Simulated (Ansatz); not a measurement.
System: Ba (fcc type), 1 atom in the cell.

```yaml
crystal:
  lattice:
    - [0.00000, 3.17480, 3.17480]
    - [3.17480, 0.00000, 3.17480]
    - [3.17480, 3.17480, 0.00000]
  atoms:
    - { symbol: Ba, position: [0.00000, 0.00000, 0.00000] }
```
Lattice in Å, positions in fractions of it.

Code and potentials: Ansatz all-electron LAPW. Settings of the plain PBE run: k-mesh 4×4×4 Γ-centred; Fermi–Dirac smearing of 0.15 eV; no spin polarisation; no spin–orbit coupling.

Plain PBE gives:

```json
{
 "Pressure": "0.23 GPa"
}
```

(1) What changes under PBE with spin–orbit coupling?

Answers

(1) The pressure goes down by 0.005 GPa to 0.226 GPa.

The k-mesh is coarse, so these values belong to this mesh and can lie far from the converged ones. This cubic structure is a model: it isn't the usual form of the substance at ambient conditions, and such phases are metastable or hypothetical.
